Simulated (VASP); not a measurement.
Wanted: the native input for a VASP 6.6.1 run.

- Task: relaxation of cell and atoms
- Functional: optB86b-vdW
- Potentials or basis: VASP PAW PBE potentials, release 64 (Hg, Te)
- Cutoff: 600 eV
- k mesh: 7 × 7 × 7
- Occupations: fermi-dirac, width 0.05 eV
- Spin: no spin polarisation
- Further INCAR settings: ALGO = Fast; EDIFF = 1e-06; IBRION = 2; EDIFFG = -0.02; NSW = 60; ISIF = 3

The structure of HgTe (Coloradoite) lies in POSCAR:

```
HgTe
1.0
    0.0000000000      3.2145000000      3.2145000000
    3.2145000000      0.0000000000      3.2145000000
    3.2145000000      3.2145000000      0.0000000000
Hg Te
1 1
Direct
    0.0000000000      0.0000000000      0.0000000000
    0.7500000000      0.7500000000      0.7500000000
```

The input as run:

INCAR

```
PREC = Accurate
ENCUT = 600
EDIFF = 1E-6
ISMEAR = -1
SIGMA = 0.05
LREAL = False
LASPH = True
NELM = 60
ALGO = Fast
ISIF = 3
LWAVE = False
LCHARG = False
GGA = MK
LUSE_VDW = True
AGGAC = 0.0
PARAM1 = 0.1234
PARAM2 = 1.0
IBRION = 2
NSW = 60
EDIFFG = -0.02
```

KPOINTS

```
regular mesh
0
Gamma
  7 7 7
```

Potentials or basis: VASP PAW PBE potentials, release 64 (Hg, Te).

Command:

```bash
$ cat potpaw_PBE.64/Hg/POTCAR potpaw_PBE.64/Te/POTCAR > POTCAR
$ mpirun -np 1 vasp_std > vasp.out
```

It gave:

```
Relaxed volume                         : 35.71 Å³/atom
Relaxed cell                           : a = 4.657 Å, b = 4.657 Å, c = 4.657 Å, α = 60.00°, β = 60.00°, γ = 60.00°
Space group after relaxing (to 0.05 Å) : F-43m (No. 216)
Energy gained by relaxing              : 24.5 meV/atom
Ionic steps                            : 3
Pressure after relaxing                : 0.0 GPa
Band gap on the k mesh                 : none (metal or under the smearing width)
```

Caveat: the PAW data sets were made with another functional, which shifts forces and pressure a little.

Run time: 2.4 min on 1 thread of Intel(R) Xeon(R) 6975P-C (Granite Rapids), on a shared host, peak memory 0.47 GiB.
